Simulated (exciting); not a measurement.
The system is Cd.

```xyz
1
Lattice="0.0000 2.2181 2.2181 2.2181 0.0000 2.2181 2.2181 2.2181 0.0000" Properties=species:S:1:pos:R:3 pbc="T T T"
Cd    0.0000    0.0000    0.0000
```

This isn't the form of Cd at room conditions, which is hcp.

```yaml
Program: exciting (release sodium)
Task: single point
Functional: PBEsol
Potentials_or_basis: all-electron LAPW+lo, shipped species files, valence relativity iora*
rgkmax: 9
k_mesh: 10 × 10 × 10
Occupations: fermi-dirac, width 0.05 eV
Spin: no spin polarisation
gmaxvr_cutoff_of_density_and_potential: 14 1/bohr
lmaxapw_and_lmaxmat: 10
lmaxvr: 8
nempty: 8
Valence_relativity: iora*
epsengy: 1e-05 Ha
epspot: 1e-05 Ha
maxscl: 60
Muffin-tin_radii: Cd 2.3 bohr
```

On this cell: band gap on the k mesh none (metal or under the smearing width).

The same run follows on a disturbed copy (cell strained at random at fixed volume):

```
Cd
1.0
    -0.02805    2.22596    2.22309
     2.18709   -0.01565    2.21069
     2.18797    2.21444   -0.01653
Cd
1
Direct
  0.99168 0.00422 0.99384
```

**Question.** What changes?

**Answer.** The energy (extrapolated to zero smearing) moves by -1.0 meV/atom; band gap on the k mesh none (metal or under the smearing width).

The energy falls, though the first cell shows no forces: that form is unstable against this distortion, unless noise or another electronic state is at work.

Caveats: the free energy is that total less TS from the occupations.
